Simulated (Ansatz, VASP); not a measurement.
**CdSe: VASP beside Ansatz**

```
CELL_PARAMETERS angstrom
0.00000 3.09820 3.09820
3.09820 0.00000 3.09820
3.09820 3.09820 0.00000
ATOMIC_POSITIONS crystal
Cd 0.00000 0.00000 0.00000
Se 0.25000 0.25000 0.25000
```

The cell was built by a generator and needn't be a form met in nature.

Alike in both runs: functional PBE; k mesh 10 × 10 × 10; occupations gaussian, width 0.02 eV; no spin polarisation.

Ansatz relaxed the structure, and its values are those at the end. VASP's run is a single point on that final structure, the one shown.

|  | VASP | Ansatz |
| --- | --- | --- |
| version | VASP 6.6.1 | Ansatz 0.2.0 |
| potentials or method | VASP PAW PBE potentials, release 64 (Cd, Se) | scalar-relativistic, plane waves, PAW |
| plane-wave cutoff (eV) | 520 | 420 |
| valence electrons in the cell | 18 | 36 |

Ansatz gave:

```
gap on the k mesh at the Fermi level (eV) : 0.49
least direct gap on the mesh (eV)         : 0.49
pressure (GPa)                            : 0.0
```

**Question.** Estimate VASP's values.

**Answer.** gap on the k mesh at the Fermi level (eV): 0.49; least direct gap on the mesh (eV): 0.49; pressure (GPa): 0.2.

The two sets of potentials don't hold the same shells in valence.
